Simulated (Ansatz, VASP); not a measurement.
# Au in VASP and in Ansatz

```xyz
4
Lattice="4.5881 0.0000 0.0000 -2.2941 3.9734 0.0000 0.0000 0.0000 5.1306" Properties=species:S:1:pos:R:3 pbc="T T T"
Au    0.0000    0.0000    1.2826
Au    0.0000    0.0000    3.8479
Au    0.0000    2.6489    3.8479
Au    2.2941    1.3245    1.2826
```

Alike in both runs: functional r2SCAN; k mesh 6 × 6 × 2; occupations gaussian, width 0.1 eV; no spin polarisation.

Ansatz relaxed the structure, and its values are those at the end. VASP's run is a single point on that final structure, the one shown.

|  | VASP | Ansatz |
| --- | --- | --- |
| version | VASP 6.6.1 | Ansatz 0.2.0 |
| potentials or method | VASP PAW PBE potentials, release 64 (Au) | scalar-relativistic, plane waves, PAW |
| plane-wave cutoff (eV) | 520 | 500 |
| valence electrons in the cell | 44 | 76 |

```tsv
	VASP	Ansatz	Ansatz less VASP
gap on the k mesh at the Fermi level (eV)	none	none	-
pressure (GPa)	0.1	0.0	-0.15
```

A gap of «none» marks a metal or a gap that the smearing closes. The two sets of potentials don't hold the same shells in valence.

Caveats: the k mesh is coarse (spacing up to 0.61 Å⁻¹), so the values aren't converged; the PAW data sets were made with another functional, which shifts forces and pressure a little (VASP). The runs have no spin-orbit coupling, so splittings on Au are missing.
